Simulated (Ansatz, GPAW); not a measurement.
**Geometry or basis: what sets the conductance of a Pb chain with a Cu atom bridging one bond**

Aim: the conductance of a Pb chain with a Cu atom bridging one bond after relaxation, and whether geometry, basis or functional moves it most.

Main program and level: GPAW 26.7.0 and Ansatz 0.2.0; Ansatz plane waves; relaxation of the junction with the lead ends held, in the first sound run; inputs show where later runs differ.

Most raw output is cut from this account.

### Step 1. The starting structure

The cell holds 13 atoms: 12 Pb and 1 Cu. Cell: a = 9.000 Å, b = 9.000 Å, c = 35.000 Å, α = 90.0°, β = 90.0°, γ = 90.0°. Regions: left lead, 6 atoms (6 Pb); channel, 1 atom (1 Cu); right lead, 6 atoms (6 Pb). Vacuum lies along a and b. The structure is stacked along c, and the current runs across the ab planes.

### Step 2. Relaxing the atoms

Transmission follows bond lengths closely, so the atoms between the held lead ends are relaxed first, from a slightly shaken start that lets symmetry break.

Input file input.yaml:

```yaml
crystal:
  lattice:
    - [9.0, 0.0, 0.0]
    - [0.0, 9.0, 0.0]
    - [0.0, 0.0, 35.0]
  atoms:
    - { symbol: Pb, position: [0.5, 0.5, 0.0414285714] }
    - { symbol: Pb, position: [0.5, 0.5, 0.1242857143] }
    - { symbol: Pb, position: [0.5, 0.5, 0.2071428571] }
    - { symbol: Pb, position: [0.5, 0.5, 0.29] }
    - { symbol: Pb, position: [0.5060891885, 0.4897388936, 0.3736783406] }
    - { symbol: Pb, position: [0.5002321241, 0.5043941667, 0.4560448251] }
    - { symbol: Cu, position: [0.7326528661, 0.5001058125, 0.4995575176] }
    - { symbol: Pb, position: [0.5019349497, 0.5014403562, 0.543979852] }
    - { symbol: Pb, position: [0.4991756539, 0.5023981356, 0.6277465566] }
    - { symbol: Pb, position: [0.5, 0.5, 0.71] }
    - { symbol: Pb, position: [0.5, 0.5, 0.7928571429] }
    - { symbol: Pb, position: [0.5, 0.5, 0.8757142857] }
    - { symbol: Pb, position: [0.5, 0.5, 0.9585714286] }
kpoints:
  mp_grid: { grid: [1, 1, 2] }
hamiltonian:
  xc: pbe
scf:
  occupations: { method: fermi_dirac, width: 0.1 }
relax:
  f_tol: 0.03
  max_steps: 80
  constraints: [{ sites: [0, 1, 2, 3, 9, 10, 11, 12] }]
```

Launch:

```sh
> ansatz run input.yaml --threads 4 --pin off --max-ram 8192MiB --backend cpu --events-out ev --progress --plain --runs-dir out
```

Wall time 93 s (4 threads of Arm Neoverse V1, shared host); peak memory 3.5 GiB.

The steps of the relaxation:

```
step  energy less that of the first step (eV)  largest force component (eV/Å)
   1                                   0.0000                          0.4584
   2                                  -0.0445                          0.0997
   3                                  -0.1004                          0.1798
   4                                  -0.1734                          0.1635
   5                                  -0.2159                          0.0672
   6                                  -0.2246                          0.0247
   7                                  -0.2252                          0.0082
   8                                  -0.2254                          0.0050
   9                                  -0.2255                          0.0028
```

The atoms that moved most (Å):

```
atom      dx      dy      dz  length
 Pb9   0.636  -0.087  -0.025   0.642
 Pb5   0.599   0.036  -0.029   0.601
 Cu7  -0.544  -0.160  -0.005   0.567
 Pb8  -0.563   0.001   0.017   0.564
 Pb6  -0.558  -0.025  -0.045   0.560
```

This step gave:

```
free energy         : -149486.0747 eV
smearing term TS    : 0.5075 eV
symmetry operations : 1
```

The relaxation lowered the energy of the cell by 0.226 eV.

### Step 3. Plane waves, PBE

A plane-wave run comes first: its basis does not favour the atoms, so it serves as the reference for the orbital bases.

This step: Ansatz plane waves; Landauer transmission by layers, zero bias (Ansatz 0.2.0).

Input file input.yaml:

```yaml
crystal:
  lattice:
    - [9.0, 0.0, 0.0]
    - [0.0, 9.0, 0.0]
    - [0.0, 0.0, 35.0]
  atoms:
    - { symbol: Pb, position: [0.5, 0.5, 0.0414285714] }
    - { symbol: Pb, position: [0.5, 0.5, 0.1242857143] }
    - { symbol: Pb, position: [0.5, 0.5, 0.2071428571] }
    - { symbol: Pb, position: [0.5, 0.5, 0.29] }
    - { symbol: Pb, position: [0.5726262466, 0.4936977925, 0.3728526701] }
    - { symbol: Pb, position: [0.4382189789, 0.5016483322, 0.4547644921] }
    - { symbol: Cu, position: [0.6722412898, 0.4823786789, 0.4994195745] }
    - { symbol: Pb, position: [0.4393253756, 0.5015734227, 0.5444701212] }
    - { symbol: Pb, position: [0.5698046575, 0.4926972244, 0.627039216] }
    - { symbol: Pb, position: [0.5, 0.5, 0.71] }
    - { symbol: Pb, position: [0.5, 0.5, 0.7928571429] }
    - { symbol: Pb, position: [0.5, 0.5, 0.8757142857] }
    - { symbol: Pb, position: [0.5, 0.5, 0.9585714286] }
kpoints:
  mp_grid: { grid: [1, 1, 2] }
hamiltonian:
  xc: pbe
scf:
  occupations: { method: fermi_dirac, width: 0.1 }
output:
  transmission:
    leads: [[0, 1]]
    e_range: [-2, 2]
    de: 0.025
    kmesh: [1, 1]
    reduced_basis: true
  write_potential: true
  write_density: true
  volumetric_format: npy
```

Wall time 1.7 min (4 threads); peak memory 3.6 GiB.

This step gave:

```yaml
lead_level: 0 eV from the Fermi level
transmission_at_the_fermi_level_one_spin: 2.465
open_channels_of_the_lead_at_the_fermi_level_one_spin: 3
step_of_the_potential_along_the_lead: 23.6 meV
offset_of_the_lead: 0 Å
filling_of_the_lead_less_its_bulk_value_in_size: 13.6 meV
conductance: 2.465 G₀
```

One spin. Transmission, zone mean against energy, zero at the Fermi level:

```
energy (eV)  transmission, zone mean
     -2.000                   0.0567
     -1.900                    0.167
     -1.850                    0.954
     -1.800                   0.0567
     -1.700                    0.188
     -1.600                    0.300
     -1.500                    0.423
     -1.400                    0.558
     -1.300                    0.697
     -1.200                    0.826
     -1.100                    0.928
     -1.000                    0.989
     -0.900                    0.996
     -0.800                    0.946
     -0.700                    0.986
     -0.600                     1.54
     -0.500                     2.00
     -0.400                     2.11
     -0.300                     2.17
     -0.200                     2.25
     -0.100                     2.35
      0.000                     2.47
      0.100                     2.58
      0.200                     2.67
      0.300                     2.75
      0.400                     2.81
      0.500                     2.85
      0.600                     2.87
      0.650                     2.87
      0.700                     2.87
      0.800                     2.85
      0.900                     2.81
      1.000                     2.76
      1.100                     2.69
      1.200                     2.61
      1.300                     2.53
      1.375                     2.81
      1.400                     2.17
      1.500                     2.29
      1.600                     2.24
      1.700                     2.17
      1.800                     2.07
      1.900                     1.95
      2.000                     1.81
```

One spin. Table of open channels, zone mean by energy, zero at the Fermi level:

energy (eV), open channels, zone mean and a bar from the least value:
```
   -2.000       1.00 
   -1.900       1.00 
   -1.800       1.00 
   -1.700       1.00 
   -1.600       1.00 
   -1.500       1.00 
   -1.400       1.00 
   -1.300       1.00 
   -1.200       1.00 
   -1.100       1.00 
   -1.000       1.00 
   -0.900       1.00 
   -0.800       1.00 
   -0.700       3.00 ##############################
   -0.600       3.00 ##############################
   -0.500       3.00 ##############################
   -0.400       3.00 ##############################
   -0.300       3.00 ##############################
   -0.200       3.00 ##############################
   -0.100       3.00 ##############################
    0.000       3.00 ##############################
    0.100       3.00 ##############################
    0.200       3.00 ##############################
    0.300       3.00 ##############################
    0.400       3.00 ##############################
    0.500       3.00 ##############################
    0.600       3.00 ##############################
    0.700       3.00 ##############################
    0.800       3.00 ##############################
    0.900       3.00 ##############################
    1.000       3.00 ##############################
    1.100       3.00 ##############################
    1.200       3.00 ##############################
    1.300       3.00 ##############################
    1.400       3.00 ##############################
    1.500       3.00 ##############################
    1.600       3.00 ##############################
    1.700       3.00 ##############################
    1.800       3.00 ##############################
    1.900       3.00 ##############################
    2.000       3.00 ##############################
```

Crystal 0, spin -, k parallel (0, 0); distinct values, listed up to 1.5 1/Å. Im kz of the slowest decaying states against energy, zero at the Fermi level:

```
energy (eV)  decay 1 (Å⁻¹)  decay 2 (Å⁻¹)  decay 3 (Å⁻¹)  decay 4 (Å⁻¹)
    -2.0000          0.511          0.511           1.16           1.29
    -1.7500          0.461          0.462           1.13           1.26
    -1.5000          0.404          0.404           1.10           1.23
    -1.2500          0.335          0.336           1.06           1.21
    -1.0000          0.245          0.246           1.03           1.18
    -0.7500         0.0842         0.0871          0.999           1.15
    -0.5000          0.965           1.12           1.18           1.18
    -0.2500          0.929           1.09           1.16           1.16
     0.0000          0.892           1.06           1.14           1.14
     0.2500          0.853           1.03           1.11           1.11
     0.5000          0.813          0.993           1.08           1.08
     0.7500          0.770          0.959           1.06           1.06
     1.0000          0.725          0.923           1.03           1.03
     1.2500          0.677          0.886           1.00           1.00
     1.5000          0.625          0.848          0.972          0.972
     1.7500          0.568          0.807          0.941          0.941
     2.0000          0.506          0.765          0.909          0.909
```

Crystal 0, spin -, k parallel (0, 0). The Re kz of states that move upwards by energy, zero at the Fermi level:

```
energy (eV)  channel 1 (Å⁻¹)  channel 2 (Å⁻¹)  channel 3 (Å⁻¹)
     -2.000           -0.984                -                -
     -1.900           -0.971                -                -
     -1.800           -0.958                -                -
     -1.700           -0.946                -                -
     -1.600           -0.935                -                -
     -1.500           -0.924                -                -
     -1.400           -0.914                -                -
     -1.300           -0.904                -                -
     -1.200           -0.894                -                -
     -1.100           -0.884                -                -
     -1.000           -0.875                -                -
     -0.900           -0.866                -                -
     -0.800           -0.857                -                -
     -0.700           -0.848           0.0564           0.0606
     -0.600           -0.839            0.158            0.159
     -0.500           -0.831            0.216            0.217
     -0.400           -0.822            0.262            0.263
     -0.300           -0.814            0.302            0.303
     -0.200           -0.805            0.337            0.338
     -0.100           -0.797            0.369            0.370
      0.000           -0.789            0.399            0.400
      0.100           -0.781            0.427            0.428
      0.200           -0.773            0.453            0.454
      0.300           -0.765            0.479            0.479
      0.400           -0.757            0.503            0.504
      0.500           -0.749            0.526            0.527
      0.600           -0.742            0.549            0.550
      0.700           -0.734            0.571            0.572
      0.800           -0.726            0.593            0.593
      0.900           -0.719            0.614            0.614
      1.000           -0.711            0.634            0.635
      1.100           -0.704            0.654            0.655
      1.200           -0.696            0.674            0.675
      1.300           -0.689            0.694            0.694
      1.400           -0.682            0.713            0.714
      1.500           -0.674            0.732            0.733
      1.600           -0.667            0.751            0.752
      1.700           -0.660            0.771            0.771
      1.800           -0.652            0.790            0.790
      1.900           -0.645            0.809            0.809
      2.000           -0.638            0.828            0.829
```

The electrostatic potential energy of an electron (with the applied field's), less the Fermi level, planar mean oscillates, so the rows of the table below give means over windows of 2.92 Å about each position, cut where the curve ends. Its maxima inside the range that stand out by 2 % of the span (Å: eV): 2.9: 3.86, 5.8: 3.85, 8.8: 3.84, 11.5: 3.77, 14.4: 3.60, 16.9: 2.51, 18.1: 2.55, 20.6: 3.61, 23.5: 3.77, 26.2: 3.84, 29.2: 3.85, 32.1: 3.86. Its minima: 1.5: 2.04, 4.4: 2.04, 7.3: 2.03, 10.2: 1.99, 13.1: 1.87, 16.0: 1.79, 17.5: 2.22, 19.0: 1.79, 21.9: 1.87, 24.8: 2.00, 27.7: 2.03, 30.6: 2.04, 33.5: 2.04.

Electrostatic potential energy of an electron (with the applied field's), less the Fermi level, planar mean against z; means over each step:

```
z (Å)  electrostatic potential energy of an electron (with the applied field's), less the Fermi level, planar mean (eV)
 1.46                                                                                                              2.94
 4.38                                                                                                              2.93
 7.30                                                                                                              2.93
10.22                                                                                                              2.89
13.14                                                                                                              2.76
16.06                                                                                                              2.37
18.98                                                                                                              2.41
21.90                                                                                                              2.76
24.82                                                                                                              2.89
27.74                                                                                                              2.93
30.66                                                                                                              2.94
33.58                                                                                                              2.88
```

The valence density, planar mean oscillates, so the rows of the table below give means over windows of 2.92 Å about each position, cut where the curve ends. Its maxima inside the range that stand out by 2 % of the span (Å: e/Å³): 1.5: 0.141, 4.4: 0.141, 7.3: 0.140, 10.2: 0.139, 13.0: 0.139, 15.9: 0.143, 17.5: 0.340, 19.1: 0.142, 21.9: 0.139, 24.8: 0.139, 27.7: 0.140, 30.6: 0.141, 33.5: 0.141. Its minima: 2.9: 0.0144, 5.8: 0.0144, 8.8: 0.0147, 11.7: 0.0148, 14.4: 0.0145, 16.8: 0.0537, 18.2: 0.0521, 20.6: 0.0142, 23.3: 0.0148, 26.2: 0.0147, 29.2: 0.0144, 32.1: 0.0145.

The valence density, planar mean by z; means over each step:

z (Å), valence density, planar mean (e/Å³) and a bar from the least value:
```
     1.46      0.059 
     4.38      0.059 
     7.30      0.059 
    10.22      0.059 
    13.14      0.059 
    16.06      0.103 ##############################
    18.98      0.095 ########################
    21.90      0.059 
    24.82      0.059 
    27.74      0.059 
    30.66      0.059 
    33.58      0.062 ##
```

T at the Fermi level is 2.47 of 3 open channels a spin, without spin-orbit coupling, which is large for these atoms.

[end of part 1 of 3]

[Logs are printed without paths, hosts, clocks, repeated set-up lines and the standing remarks that a program may print on its own settings, such as how far it seeks lower states.]

[Hosts, paths, dates, database ids (printed as entryN), source tags and the programs' standing remarks are cut or masked in the printed files.]
